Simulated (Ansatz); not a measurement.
Crystal: CsH.

```xyz
2
Lattice="3.8184 0.0000 0.0000 0.0000 3.8184 0.0000 0.0000 0.0000 3.8184" Properties=species:S:1:pos:R:3 pbc="T T T"
Cs    0.0000    0.0000    0.0000
H     1.9092    1.9092    1.9092
```

The cell comes from a database or a generator and needn't be the stable form of this composition.

Base run:

| Quantity | Value |
| --- | --- |
| Program | Ansatz 0.2.0 |
| Functional | HSE(alpha, omega) |
| Potentials or basis | all-electron PAW datasets made for the crystal |
| Cutoff | 340 eV (chosen from the basis error) |
| k mesh | 4 × 4 × 4 |
| Occupations | fermi-dirac, width 0.05 eV |
| Spin | no spin polarisation |

Its results: band gap on the k mesh 3.77 eV, indirect (least direct gap 3.82 eV); pressure 0.1 GPa.

Q: The run is repeated on the same cell with these changes: screening of exact exchange from 0.15 1/A to 0.6 1/A. What comes out?

A: Band gap on the k mesh 2.99 eV, indirect (least direct gap 3.05 eV); pressure 0.2 GPa.

Caveats: spin-orbit coupling is left out, which moves the levels of the heavy elements.

A k mesh can miss the band edges.
